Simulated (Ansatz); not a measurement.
## CsPbI3 with two functionals

Consider CsPbI3 in the cubic perovskite structure (space group Pm-3m, No. 221; a = 6.390 Å).

(Cell as relaxed with PBE.)

Levels (all Ansatz, a first-principles code, PAW): PBE (420 eV, no spin-orbit coupling); r2SCAN (500 eV, spin-orbit coupling left out).

Each level relaxes its own structure.

```tsv
quantity	PBE	r2SCAN
volume per atom	52.20 Å³	…
lattice parameter a	6.390 Å	…
band gap	1.48 eV	…
gap character	direct at R	…
electron mass (degenerate bands, along [100])	0.070, 0.77, 0.77 mₑ	…
hole mass	0.15 mₑ	…
```

Task: What does r2SCAN give?

Result: 
- volume per atom, r2SCAN: 50.79 Å³
- lattice parameter a, r2SCAN: 6.333 Å
- band gap, r2SCAN: 1.70 eV
- gap character, r2SCAN: direct at R
- electron mass (degenerate bands, along [100]), r2SCAN: 0.070, 0.79, 0.79 mₑ
- hole mass, r2SCAN: 0.15 mₑ

PBE's volume per atom lies 1.404 Å³ above r2SCAN's (2.8 %); PBE's lattice parameter a lies 0.0578 Å above r2SCAN's (0.9 %); PBE's band gap lies 0.22 eV below r2SCAN's; the two agree on the gap character and hole mass. Neither level is exact; r2SCAN is the comparison here, not a measurement.

Spin-orbit coupling, missing from the scalar runs, can matter with I and Pb. Masses are band curvatures over ±0.01 Å⁻¹ around the edge. No phonon test of stability was made. Many cubic perovskites are stable only at high temperature; tilts and polar distortions were not tested. This is not the structure that CsPbI3 has at room temperature and ambient pressure.
